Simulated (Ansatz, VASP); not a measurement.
# Two plane-wave programs on Pd

```xyz
1
Lattice="0.0000 1.9587 1.9587 1.9587 0.0000 1.9587 1.9587 1.9587 0.0000" Properties=species:S:1:pos:R:3 pbc="T T T"
Pd    0.0000    0.0000    0.0000
```

Alike in both runs: task relaxation of cell and atoms; functional LDA; k mesh 8 × 8 × 8; occupations gaussian, width 0.1 eV; no spin polarisation.

|  | VASP | Ansatz |
| --- | --- | --- |
| version | VASP 6.6.1 | Ansatz 0.2.0 |
| potentials or method | VASP PAW LDA potentials, release 64 (Pd) | scalar-relativistic, plane waves, PAW |
| plane-wave cutoff (eV) | 600 | 420 |
| valence electrons in the cell | 10 | 18 |

|  | VASP | Ansatz | Ansatz less VASP |
| --- | --- | --- | --- |
| gap on the k mesh at the Fermi level, each at its own relaxed structure (eV) | none | none | - |
| relaxed volume (Å³/atom) | 14.25 | 14.22 | -0.031 |
| relaxed cell length with the largest relative difference (Å) | 2.721 | 2.719 | -0.0020 |
| energy change over the relaxation (meV/atom) | -28 | -29 | -1.3 |

A gap of «none» marks a metal or a gap that the smearing closes. The two sets of potentials don't hold the same shells in valence.
